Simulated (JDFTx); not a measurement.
Runs of JDFTx 1.7.0 (patched build) on BP. It takes space group F-43m (No. 216, cubic). Conventional cell: a = 4.538 Å, b = 4.538 Å, c = 4.538 Å, α = 90.00°, β = 90.00°, γ = 90.00°. Around P (site symmetry -43m) lie 4 B at 1.97 Å. Around B (site symmetry -43m) lie 4 P at 1.97 Å. 

```csv
task,level,potentials or basis,cutoff (eV),density cutoff over wavefunction cutoff,max SCF steps,SCF threshold on the energy,solver of the electrons,band ratio of the Davidson solver,gap on the mesh (eV),pressure (GPa),V0 of scaled cells (Å³/atom),B0 (GPa)
equation of state,LDA,PseudoDojo-SR-LDA-0.4.1-standard,1034,8,100,1e-09 Ha,scf,-,-,-,11.29,175
single point,PBEsol,PseudoDojo-SR-PBEsol-0.4.1-standard with smoothed tails,1034,8,100,1e-09 Ha,scf,-,1.14,-1.9,-,-
single point,BLYP,PseudoDojo-SR-PBE-0.5-standard,1034,8,100,1e-09 Ha,scf,-,1.52,7.1,-,-
equation of state,PBE,PseudoDojo-SR-PBE-0.5-standard,1034,4,100,1e-08 Ha,scf,-,-,-,11.75,(a)
single point,revPBE,PseudoDojo-SR-PBE-0.5-standard with smoothed tails,1034,8,100,1e-09 Ha,scf,-,1.30,(c),-,-
equation of state,r2SCAN,SG15-PBE-1.2,1088,8,100,1e-09 Ha,scf,-,-,-,(b),166
```

Alike in all rows: no spin polarisation; cell as given; k mesh 10 × 10 × 10; smearing fermi-dirac 0.05 eV.

Q: Fill in the values left out.

A: (a) 161; (b) 11.65; (c) 1.7.

Caveats: the empty levels aren't tightly converged (some runs); the potentials were made for another functional, which shifts forces and pressure (some runs).

A k mesh can miss the band edges.

Not every run made on this cell is shown here.
